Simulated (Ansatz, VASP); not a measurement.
One calculation of MgO, two programs

```
CELL_PARAMETERS angstrom
2.35171 0.00000 0.00000
0.00000 2.35171 0.00000
0.00000 0.00000 2.35171
ATOMIC_POSITIONS crystal
Mg 0.00000 0.00000 0.00000
O 0.50000 0.50000 0.50000
```

Alike in both runs: task single point; functional r2SCAN; k mesh 10 × 10 × 10; occupations gaussian, width 0.05 eV; no spin polarisation.

```csv
,VASP,Ansatz
version,VASP 6.6.1,Ansatz 0.2.0
potentials or method,"VASP PAW PBE potentials, release 64 (Mg, O)","scalar-relativistic, plane waves, PAW"
plane-wave cutoff (eV),520,500
valence electrons in the cell,8,16
```

Ansatz gave:

* gap on the k mesh at the Fermi level (eV): 7.24
* least direct gap on the mesh (eV): 7.24

What did VASP give for the same quantities?

gap on the k mesh at the Fermi level (eV): 7.19; least direct gap on the mesh (eV): 7.19.

The two sets of potentials don't hold the same shells in valence.

 A k mesh can miss the band edges. r2SCAN opens gaps a little over a GGA but as a rule still falls short of measured ones.
